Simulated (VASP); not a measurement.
# MgS (F-43m) in VASP: settings compared

The runs below take MgS through single point, relaxation of cell and atoms, with LDA, PBE+TS-HI.

Everything below comes from runs of VASP 6.6.1. Logs are shortened: lines on timing, memory, paths and dates and some standing lists are left out, and cuts for length are marked.

## 1. The structure

Symmetry: F-43m, No. 216, cubic system. The conventional cell has a = 5.666 Å, b = 5.666 Å, c = 5.666 Å, α = 90.00°, β = 90.00°, γ = 90.00°. Around S (site symmetry -43m) lie 4 Mg at 2.45 Å. Mg (site symmetry -43m) has 4 S at 2.45 Å as nearest neighbours.

The cell comes from a database or a generator and needn't be the stable form of this composition.

## 2. Single point, LDA

The input, run.py:

```python
from ase.calculators.vasp import Vasp
from ase.dft.bandgap import bandgap
from ase.io import read

atoms = read('MgS.xyz')
calc = Vasp(
    directory='calc',
    xc='lda',
    pp='LDA',
    setups='minimal',
    prec='Accurate',
    encut=500,
    ediff=1e-06,
    ismear=0,
    sigma=0.05,
    lreal=False,
    lasph=True,
    nelm=80,
    algo='Normal',
    isif=2,
    lwave=False,
    lcharg=False,
    kpts=[8, 8, 8],
    gamma=True,
)
atoms.calc = calc

print('energy (eV):', atoms.get_potential_energy())
print('free energy (eV):', atoms.get_potential_energy(force_consistent=True))
print('forces (eV/A):')
print(atoms.get_forces())
print('stress (eV/A^3, Voigt):', atoms.get_stress())
print('Fermi level (eV):', calc.get_fermi_level())
gap, top, bottom = bandgap(calc)
print('band gap (eV):', gap, 'from (spin, k, band)', top, 'to', bottom)
```

The input, MgS.xyz:

```xyz
2
Lattice="0.0000000000 2.8331200468 2.8331200468 2.8331200468 0.0000000000 2.8331200468 2.8331200468 2.8331200468 0.0000000000" Properties=species:S:1:pos:R:3 pbc="T T T"
S      1.4165600234      1.4165600234      1.4165600234
Mg     0.0000000000      0.0000000000      0.0000000000
```

Potentials or basis: VASP PAW LDA potentials, release 64 (S, Mg).

Started as:

```bash
$ python run.py
```

The program printed:

```text
energy (eV): -9.3780426
free energy (eV): -9.3780426
forces (eV/A):
[[-0. -0.  0.]
 [ 0.  0. -0.]]
stress (eV/A^3, Voigt): [ 0.01578856  0.01578856  0.01578856  0.         -0.          0.        ]
Fermi level (eV): 1.09328367
band gap (eV): 3.1831 from (spin, k, band) (0, np.int64(0), np.int64(3)) to (0, np.int64(0), np.int64(4))
```

OUTCAR:

```text
ENCUT = 500.000000
   EDIFF = 1.00e-06
   PREC = Accurate
   ISIF = 2
   ISMEAR = 0
   NELM = 80
   LASPH = .TRUE.
   LREAL = .FALSE.

 ion  position               nearest neighbor table
   1  0.250  0.250  0.250-   2 2.45   2 2.45   2 2.45   2 2.45
   2  0.000  0.000  0.000-   1 2.45   1 2.45   1 2.45   1 2.45

  LATTYP: Found a face centered cubic cell.
 ALAT       =     5.6662400936

  Lattice vectors:

 A1 = (   0.0000000000,   2.8331200468,   2.8331200468)
 A2 = (   2.8331200468,   0.0000000000,   2.8331200468)
 A3 = (   2.8331200468,   2.8331200468,   0.0000000000)

Analysis of symmetry for initial positions (statically):
=====================================================================
 Subroutine PRICEL returns:
 Original cell was already a primitive cell.

 Routine SETGRP: Setting up the symmetry group for a
 face centered cubic supercell.

 Subroutine GETGRP returns: Found 24 space group operations
 (whereof 24 operations were pure point group operations)
 out of a pool of 48 trial point group operations.

The static configuration has the point symmetry T_d .

Analysis of symmetry for dynamics (positions and initial velocities):
=====================================================================
 Subroutine PRICEL returns:
 Original cell was already a primitive cell.

 Routine SETGRP: Setting up the symmetry group for a
 face centered cubic supercell.

 Subroutine GETGRP returns: Found 24 space group operations
 (whereof 24 operations were pure point group operations)
 out of a pool of 48 trial point group operations.

The dynamic configuration has the point symmetry T_d .

 Subroutine INISYM returns: Found 24 space group operations
 (whereof 24 operations are pure point group operations),
 and found     1 'primitive' translations

----------------------------------------------------------------------------------------

                                     Primitive cell

  volume of cell :      45.4805

  direct lattice vectors                    reciprocal lattice vectors
     0.000000000  2.833120047  2.833120047    -0.176483874  0.176483874  0.176483874
     2.833120047  0.000000000  2.833120047     0.176483874 -0.176483874  0.176483874
     2.833120047  2.833120047  0.000000000     0.176483874  0.176483874 -0.176483874

  length of vectors
     4.006636794  4.006636794  4.006636794     0.305679036  0.305679036  0.305679036

  position of ions in fractional coordinates (direct lattice)
     0.250000000  0.250000000  0.250000000
     0.000000000  0.000000000  0.000000000

  ion indices of the primitive-cell ions
   primitive index   ion index
                 1           1
                 2           2

----------------------------------------------------------------------------------------

 KPOINTS: KPOINTS created by Atomic Simulation Env

Automatic generation of k-mesh.
 Grid dimensions read from file:
 generate k-points for:    8    8    8

 Generating k-lattice:

  Cartesian coordinates                     Fractional coordinates (reciprocal lattice)
    -0.022060484  0.022060484  0.022060484     0.125000000  0.000000000  0.000000000
     0.022060484 -0.022060484  0.022060484     0.000000000  0.125000000  0.000000000
     0.022060484  0.022060484 -0.022060484     0.000000000  0.000000000  0.125000000

  Length of vectors
     0.038209879  0.038209879  0.038209879

  Shift w.r.t. Gamma in fractional coordinates (k-lattice)
     0.000000000  0.000000000  0.000000000

 Subroutine IBZKPT returns following result:
 ===========================================

 Found     29 irreducible k-points:

 Following reciprocal coordinates:
            Coordinates               Weight
  0.000000  0.000000  0.000000      1.000000
  0.125000  0.000000  0.000000      8.000000
  0.250000  0.000000  0.000000      8.000000
  0.375000  0.000000  0.000000      8.000000
  0.500000  0.000000  0.000000      4.000000
  0.125000  0.125000  0.000000      6.000000
[... 21 lines left out ...]
 -0.375000  0.500000  0.125000     12.000000
 -0.250000  0.500000  0.250000      6.000000
   k-points           NKPTS =     29   k-points in BZ     NKDIM =     29   number of bands    NBANDS=      8
   number of dos      NEDOS =    301   number of ions     NIONS =      2
   total plane-waves  NPLWV =  27000
   dimension x,y,z NGX =    30 NGY =   30 NGZ =   30
   dimension x,y,z NGXF=    60 NGYF=   60 NGZF=   60
   ions per type =               1   1
   NGX,Y,Z   is equivalent  to a cutoff of  12.45, 12.45, 12.45 a.u.
   NGXF,Y,Z  is equivalent  to a cutoff of  24.90, 24.90, 24.90 a.u.
 SYSTEM =  unknown system
   PREC   = accura    normal or accurate (medium, high low for compatibility)
   ISTART =      0    job   : 0-new  1-cont  2-samecut
   ICHARG =      2    charge: 1-file 2-atom 10-const
   ISPIN  =      1    spin polarized calculation?
   LNONCOLLINEAR =      F non collinear calculations
   LSORBIT =      F    spin-orbit coupling
   LASPH  =      T    aspherical Exc in radial PAW
   ENCUT  =  500.0 eV  36.75 Ry    6.06 a.u.   7.31  7.31  7.31*2*pi/ulx,y,z
   NELM   =     80;   NELMIN=  2; NELMDL= -5     # of ELM steps
   EDIFF  = 0.1E-05   stopping-criterion for ELM
   LREAL  =      F    real-space projection
   EDIFFG = 0.1E-04   stopping-criterion for IOM
   NSW    =      0    number of steps for IOM
   IBRION =     -1    ionic relax: 0-MD 1-quasi-New 2-CG
   NFREE  =      0    steps in history (QN), initial steepest desc. (CG)
   ISIF   =      2    stress and relaxation
   ISYM   =      2    0-nonsym 1-usesym 2-fastsym
   POTIM  = 0.5000    time-step for ionic-motion
   TEBEG  =    0.0;   TEEND  =   0.0 temperature during run
   PSTRESS=    0.0 pullay stress
   NELECT =       8.0000    total number of electrons
   NUPDOWN=      -1.0000    fix difference up-down
   EMIN   =  10.00;   EMAX   =-10.00  energy-range for DOS
   EFERMI =   0.00;   METHOD = LEGACY
   ISMEAR =     0;   SIGMA  =   0.05  broadening in eV -4-tet -1-fermi 0-gaus
   EFERMI_NEDOS =   21; number of points for ismear=-14 and -15
   IALGO  =     38    algorithm
   IMIX   =      4    mixing-type and parameters
     AMIX     =   0.40;   BMIX     =  1.00
     AMIX_MAG =   1.60;   BMIX_MAG =  1.00
  volume/ion in A,a.u.               =      22.74       153.46
  Fermi-wavevector in a.u.,A,eV,Ry     =   0.917269  1.733386 11.447692  0.841382
  Thomas-Fermi vector in A             =   2.042218
   LORBIT       =      0    0 simple, 1 ext, 2 COOP (PROOUT), +10 PAW based schemes
   GGA     = CA    functional components
   LHFCALC =     F    Hartree Fock is set to
   AEXX    =    0.0000 exact exchange contribution
   IVDW    =     0    specifies the selected vdW correction
   LEPSILON=     F    determine dielectric tensor
   LRPA    =     F    only Hartree local field effects (RPA)
 non-spin polarized calculation
 Gauss-broadening in eV      SIGMA  =   0.05
  energy-cutoff  :      500.00
  volume of cell :       45.48
 maximum number of plane-waves:      1174
 NGX is ok and might be reduce to    30
   NGX = 15   NGY = 15   NGZ = 15

 number of electron       8.0000001 magnetization

 Free energy of the ion-electron system (eV)
  ---------------------------------------------------
  ext. energy  EPLUGINS =         0.00000000
  ---------------------------------------------------
  free energy    TOTEN  =        -9.37804260 eV

  energy without entropy =       -9.37804260  energy(sigma->0) =       -9.37804260

 E-fermi :   1.0933     XC(G=0):  -8.7526

 val. band max:        0.8793712428   @ k =   0.0000   0.0000   0.0000
 cond. band min:       4.0625482182   @ k =   0.0000   0.0000   0.0000
 fundamental gap:      3.1831769754
 Fermi energy:         1.0932836652

 k-point     1 :       0.0000    0.0000    0.0000
  band No.  band energies     occupation
      1     -10.3511      2.00000
      2       0.8794      2.00000
      3       0.8794      2.00000
      4       0.8794      2.00000
      5       4.0625      0.00000
      6       8.6401      0.00000
      7       8.6401      0.00000
      8       8.6401      0.00000

 k-point     2 :       0.1250    0.0000    0.0000
  band No.  band energies     occupation
      1     -10.2620      2.00000
      2       0.1672      2.00000
      3       0.8248      2.00000
      4       0.8248      2.00000
      5       4.7448      0.00000
      6       8.4402      0.00000
      7       8.8174      0.00000
      8       8.8174      0.00000

 k-point     3 :       0.2500    0.0000    0.0000
  band No.  band energies     occupation
      1     -10.0307      2.00000
      2      -1.0294      2.00000
      3       0.7019      2.00000
      4       0.7019      2.00000
      5       5.6010      0.00000
      6       8.4598      0.00000
      7       8.8585      0.00000
      8       8.8585      0.00000
[... 265 lines left out ...]
 k-point    28 :      -0.3750    0.5000    0.1250
  band No.  band energies     occupation
      1      -9.4234      2.00000
      2      -1.8175      2.00000
      3      -0.5150      2.00000
      4      -0.3414      2.00000
      5       5.2296      0.00000
      6       7.0243      0.00000
      7      10.6907      0.00000
      8      10.8355      0.00000

 k-point    29 :      -0.2500    0.5000    0.2500
  band No.  band energies     occupation
      1      -9.4188      2.00000
      2      -1.4748      2.00000
      3      -0.9997      2.00000
      4      -0.4875      2.00000
      5       6.2235      0.00000
      6       8.6033      0.00000
      7       8.8736      0.00000
      8       9.1880      0.00000

------------------------ aborting loop because EDIFF is reached ----------------------------------------

  FORCE on cell =-STRESS in cart. coord.  units (eV):
  Direction    XX          YY          ZZ          XY          YZ          ZX
  --------------------------------------------------------------------------------------
  -------------------------------------------------------------------------------------
  Total       -0.7180710     -0.7180710     -0.7180710     -0.0000000      0.0000000      0.0000000
  in kB      -25.2960688    -25.2960688    -25.2960688     -0.0000000      0.0000000      0.0000000
  external PRESSURE =     -25.2960688 kB  Pullay stress =       0.0000000 kB

 VOLUME and BASIS-vectors are now :
 -----------------------------------------------------------------------------
  energy-cutoff  :      500.00
  volume of cell :       45.48
      direct lattice vectors                 reciprocal lattice vectors
     0.000000000  2.833120047  2.833120047    -0.176483874  0.176483874  0.176483874
     2.833120047  0.000000000  2.833120047     0.176483874 -0.176483874  0.176483874
     2.833120047  2.833120047  0.000000000     0.176483874  0.176483874 -0.176483874

 POSITION                                       TOTAL-FORCE (eV/Angst)
 -----------------------------------------------------------------------------------
      1.41656      1.41656      1.41656        -0.000000     -0.000000      0.000000
      0.00000      0.00000      0.00000         0.000000      0.000000     -0.000000
 -----------------------------------------------------------------------------------
    total drift:                               -0.000000     -0.000000     -0.000000

  FREE ENERGIE OF THE ION-ELECTRON SYSTEM (eV)
  ---------------------------------------------------
  free  energy   TOTEN  =        -9.3780426021 eV

  energy  without entropy=       -9.3780426021  energy(sigma->0) =       -9.37804260
```

INCAR:

```text
ENCUT = 500.000000
SIGMA = 0.050000
EDIFF = 1.00e-06
ALGO = Normal
PREC = Accurate
ISIF = 2
ISMEAR = 0
NELM = 80
LASPH = .TRUE.
LCHARG = .FALSE.
LWAVE = .FALSE.
LREAL = .FALSE.
```

Run time: 7.6 s. Hardware: 1 thread of AMD EPYC 9R45 (Zen 5), shared host; peak memory 0.11 GiB.

What came out:

```yaml
Free_energy: -9.3780 eV
Pressure: -2.5 GPa
Band_gap_on_the_k_mesh: 3.18 eV, direct
```

A k mesh can miss the band edges. A hybrid or GW would open this gap; LDA tends to underestimate it.

## 3. Relaxation of cell and atoms, PBE+TS-HI (volume scaled by 1.04)

The input, INCAR:

```
SYSTEM = MgS
PREC = Accurate
ENCUT = 600
EDIFF = 1E-6
ISMEAR = -1
SIGMA = 0.1
LREAL = .FALSE.
LASPH = .TRUE.
NELM = 100
ALGO = Normal
ISIF = 3
LWAVE = .FALSE.
LCHARG = .FALSE.
GGA = PE
IVDW = 21
IBRION = 2
NSW = 40
EDIFFG = -0.02
```

The input, KPOINTS:

```
regular mesh
0
G
  8 8 8
  0 0 0
```

The input, POSCAR:

```
MgS
1.0
    0.0000000000      2.8704022176      2.8704022176
    2.8704022176      0.0000000000      2.8704022176
    2.8704022176      2.8704022176      0.0000000000
S Mg
1 1
Direct
    0.2500000000      0.2500000000      0.2500000000
    0.0000000000      0.0000000000      0.0000000000
```

Potentials or basis: VASP PAW PBE potentials, release 64 (S, Mg_pv).

Started as:

```bash
$ cat potpaw_PBE.64/S/POTCAR potpaw_PBE.64/Mg_pv/POTCAR > POTCAR
$ mpirun -np 1 vasp_std > vasp.out
```

It took 1.8 min on 1 thread of AMD EPYC 9R45 (Zen 5), shared host; peak memory 0.16 GiB.

The run converged. Its results:

| Item | Value |
| --- | --- |
| Free energy | -8.6398 eV |
| Relaxed volume | 22.65 Å³/atom |
| Relaxed cell | a = 4.002 Å, b = 4.002 Å, c = 4.002 Å, α = 60.00°, β = 60.00°, γ = 60.00° |
| Space group after relaxing (to 0.05 Å) | F-43m (No. 216) |
| Energy gained by relaxing | 5.1 meV/atom |
| Ionic steps | 4 |
| Pressure after relaxing | 0.0 GPa |
| Band gap on the k mesh | 3.47 eV, direct |
| Hirshfeld charges | S -0.30; Mg +0.30 e |
| Dispersion energy per atom | -0.090 eV |

Step by step:
```csv
step,energy change (eV),largest force (eV/Å),pressure (GPa),volume (Å³)
1,0.0000,0.0000,-2.32,47.30
2,-0.0097,0.0000,0.39,44.99
3,-0.0097,0.0000,-0.39,45.62
4,-0.0101,0.0000,0.03,45.31
```

Final structure:
```cif
data_structure
_symmetry_space_group_name_H-M 'P 1'
_symmetry_Int_Tables_number 1
_cell_length_a 4.0015
_cell_length_b 4.0015
_cell_length_c 4.0015
_cell_angle_alpha 60.000
_cell_angle_beta 60.000
_cell_angle_gamma 60.000
_cell_volume 45.31
loop_
_atom_site_label
_atom_site_type_symbol
_atom_site_fract_x
_atom_site_fract_y
_atom_site_fract_z
_atom_site_occupancy
S1 S 0.25000 0.25000 0.25000 1
Mg1 Mg 0.00000 0.00000 0.00000 1
```

Levels at points of the mesh, in eV from the valence-band top:
```csv
k point,band 4,band 5,band 6,band 7,band 8,band 9,band 10,band 11
"(0.00, 0.00, 0.00)",-11.27,0.00,0.00,0.00,3.47,7.96,7.96,7.96
"(0.50, 0.00, 0.00)",-10.59,-3.13,-0.33,-0.33,5.12,7.64,7.64,8.61
"(0.50, 0.50, 0.00)",-10.36,-2.81,-1.03,-1.03,3.88,5.65,11.17,12.31
```

A k mesh can miss the band edges.
